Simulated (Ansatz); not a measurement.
Structure relaxation of In2O

These are results of DFT PBE, scalar-relativistic, plane waves, PAW (Ansatz 0.2.0), not measurements. Cutoff 420 eV, Γ-centred k mesh, Gaussian smearing, no spin polarisation in the final step.

The start puts In2O on the anti-CaC2 structure type (I4/mmm, No. 139), with O in place of Ca, In in place of C, at a guessed volume.

```
In O
1.0
    -2.07914    2.07914    3.41001
     2.07914   -2.07914    3.41001
     2.07914    2.07914   -3.41001
In O
2 1
Direct
  0.59300 0.59300 0.00000
  0.40700 0.40700 0.00000
  0.00000 0.00000 0.00000
```

Cell and atoms relax at zero pressure; the relaxation can't lower the symmetry of the start. After a coarse first stage the cell is made exact in the group found at 0.06 Å.

Energies over the elements count from the elements' standard structures at the same level (O₂ as a molecule), with no empirical corrections.

Problem. What does it relax into?

Solution. It keeps I4/mmm (No. 139), but not the shape of the type it started on. Conventional cell: a = 4.655 Å, c = 7.480 Å. In is coordinated by 1 O at 2.06 Å; O is coordinated by 2 In at 2.06 Å.

```xyz
3
Lattice="-2.3276 2.3276 3.7401 2.3276 -2.3276 3.7401 2.3276 2.3276 -3.7401" Properties=species:S:1:pos:R:3 pbc="T T T"
In    0.0000    0.0000    5.4196
In    0.0000    0.0000    2.0606
O     0.0000    0.0000    0.0000
```

Problem. What are its volume, energy, density and gap?

Solution. The volume per atom is 27.02 Å³, the density is 5.03 g/cm³ and the energy over the elements is -0.31 eV/atom. The gap on the 14×14×14 mesh is 0 eV (a metal).

The final run used a 14×14×14 mesh on its 3-atom cell and 0.10 eV smearing. For metals, differences of a few meV/atom aren't resolved. Symmetry constrained the relaxation, so the result can be a saddle point.

Cost: 4 runs of about 8.4 core-minutes in all, on Intel Xeon Platinum 8259CL (Skylake/Cascade Lake) (shared hosts).